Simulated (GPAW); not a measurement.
Crystal: TaN.

```
CELL_PARAMETERS angstrom
0.00000 2.49114 2.49114
2.49114 0.00000 2.49114
2.49114 2.49114 0.00000
ATOMIC_POSITIONS crystal
Ta 0.00000 0.00000 0.00000
N 0.25000 0.25000 0.25000
```

The cell comes from a database or a generator and needn't be the stable form of this composition.

Base run:

```yaml
Program: GPAW 26.7.0
Functional: PBE
Potentials_or_basis: GPAW PAW data sets (gpaw-data 1.2.1)
Cutoff: 600 eV
Basis: pw
k_mesh: 7 × 7 × 7
Occupations: fermi-dirac, width 0.05 eV
Spin: no spin polarisation
```

Its results: band gap on the k mesh none (metal or under the smearing width); pressure -29.4 GPa.

Problem. The run is repeated on the same cell with these changes: cutoff from 600 eV to 650 eV. What comes out?

Solution. Band gap on the k mesh none (metal or under the smearing width); pressure -27.5 GPa.

Caveats: the cutoff is short for stress and forces, so pressures can be off by a GPa or more; a pressure of tens of GPa on the cell as given is suspect, and the run, the potentials or the cell itself is likely at fault (some runs); so large a pressure means that the cell lies far from this level's equilibrium, or that cutoff or potentials fall short (some runs).

Not every run made on this cell is shown here.
